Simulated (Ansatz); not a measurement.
Write the native input for Ansatz 0.2.0 that does the following.

- Task: relaxation of cell and atoms
- Functional: PBE0
- Potentials or basis: Ansatz PAW
- Cutoff: 420 eV (not typed: the program's choice for these potentials)
- k mesh: 4 × 4 × 4
- Occupations: fermi-dirac, width 0.05 eV
- Spin: no spin polarisation

InP:

```
In P
1.0
     0.00000    2.76883    2.76883
     2.76883    0.00000    2.76883
     2.76883    2.76883    0.00000
In P
1 1
Cartesian
  0.0000 0.0000 0.0000
  2.7688 2.7688 2.7688
```

Measurements of this composition are mostly on another form, of space group No. 216.

These files were run (other wordings do the same):

input

```
crystal:
  lattice:
    - [0.0, 2.768834, 2.768834]
    - [2.768834, 0.0, 2.768834]
    - [2.768834, 2.768834, 0.0]
  atoms:
    - { symbol: In, position: [0.0, 0.0, 0.0] }
    - { symbol: P, position: [0.5, 0.5, 0.5] }
hamiltonian:
  xc: pbe0
  pseudopotentials: { kind: paw }
kpoints:
  mp_grid: { grid: [4, 4, 4] }
scf:
  occupations: { method: fermi_dirac, width: 0.05 }
output:
  forces: true
  stress: true
  eigenvalues: true
relax:
  f_tol: 0.01
  max_steps: 40
  cell: { stress_tol: 0.05 }
```

Results of the run:

The relaxed volume is 20.55 Å³/atom, the relaxed cell is a = 3.874 Å, b = 3.874 Å, c = 3.874 Å, α = 60.00°, β = 60.00°, γ = 60.00° and the space group after relaxing (to 0.05 Å) is Fm-3m (No. 225). The energy gained by relaxing is 5.9 meV/atom. The ionic steps are 5, the pressure after relaxing is 0.0 GPa and the band gap on the k mesh is none (metal or under the smearing width).

Caveat: the k mesh is coarse (spacing up to 0.49 Å⁻¹), so the values aren't converged, least of all with exact exchange; the plane-wave basis is chosen anew once the cell has moved, so the energies of steps on either side of that aren't comparable; the PAW data sets come from PBE, with cores solved anew for the run's functional, which leaves a small shift of forces and pressure.

Wall time 21 s on 1 × NVIDIA H100 80GB HBM3 with 2 threads of AMD EPYC 7R13 Processor (Zen 3), on a shared host, peak memory 1.5 GiB.
